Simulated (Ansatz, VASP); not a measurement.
TePb: VASP beside Ansatz

INCAR

```
SYSTEM = TePb
ALGO = Normal
EDIFF = 1E-6
ENCUT = 520
GGA = PE
ISIF = 2
ISMEAR = -1
LASPH = .TRUE.
LCHARG = .TRUE.
LELF = .TRUE.
LREAL = .FALSE.
LVHAR = .TRUE.
LWAVE = .FALSE.
NBANDS = 17
NELM = 100
PREC = Accurate
SIGMA = 0.02
```

KPOINTS

```
k-points
0
G
  8 8 8
  0 0 0
```

File POSCAR:

```
TePb
1.0
    0.0000000000      3.2678555438      3.2678555438
    3.2678555438      0.0000000000      3.2678555438
    3.2678555438      3.2678555438      0.0000000000
Te Pb
1 1
Direct
    0.5000000000      0.5000000000      0.5000000000
    0.0000000000      0.0000000000      0.0000000000
```

Input for Ansatz:

```yaml
crystal:
  lattice:
    - [0.0, 3.2678555438, 3.2678555438]
    - [3.2678555438, 0.0, 3.2678555438]
    - [3.2678555438, 3.2678555438, 0.0]
  atoms:
    - { symbol: Te, position: [0.5, 0.5, 0.5] }
    - { symbol: Pb, position: [0.0, 0.0, 0.0] }
kpoints:
  mp_grid: { grid: [8, 8, 8] }
  band_path:
    path:
      - [[0.0, 0.0, 0.0], [0.5, 2.887109235604e-17, 0.5], [0.625, 0.25, 0.625]]
      - [[0.375, 0.375, 0.75], [0.0, 0.0, 0.0], [0.5, 0.5, 0.5], [0.5, 0.25, 0.75], [0.5, 2.887109235604e-17, 0.5]]
    npoints: 10
hamiltonian:
  xc: pbe
scf:
  occupations: { method: fermi_dirac, width: 0.02 }
  n_extra_bands: 4
output:
  forces: true
  stress: true
  eigenvalues: true
  write_density: true
  write_potential: true
  elf: true
  volumetric_format: npy
```

Alike in both runs: task single point; functional PBE; k mesh 8 × 8 × 8; occupations fermi-dirac, width 0.02 eV; no spin polarisation.

```csv
,VASP,Ansatz
version,VASP 6.6.1,Ansatz 0.2.0
potentials or method,"VASP PAW PBE potentials, release 64 (Te, Pb_d)","plane waves, PAW"
plane-wave cutoff (eV),520,420
valence electrons in the cell,20,30
```

|  | VASP | Ansatz | Ansatz less VASP |
| --- | --- | --- | --- |
| gap on the k mesh at the Fermi level (eV) | 0.80 | 0.80 | -0.005 |
| pressure (GPa) | 0.6 | 0.6 | +0.06 |

The functional is the same, so the differences come from potentials, cutoffs and numerics. The two sets of potentials don't hold the same shells in valence.

Caveats: spin-orbit coupling is left out, which as a rule narrows the gap of such compounds by several tenths of an eV. A k mesh can miss the band edges.
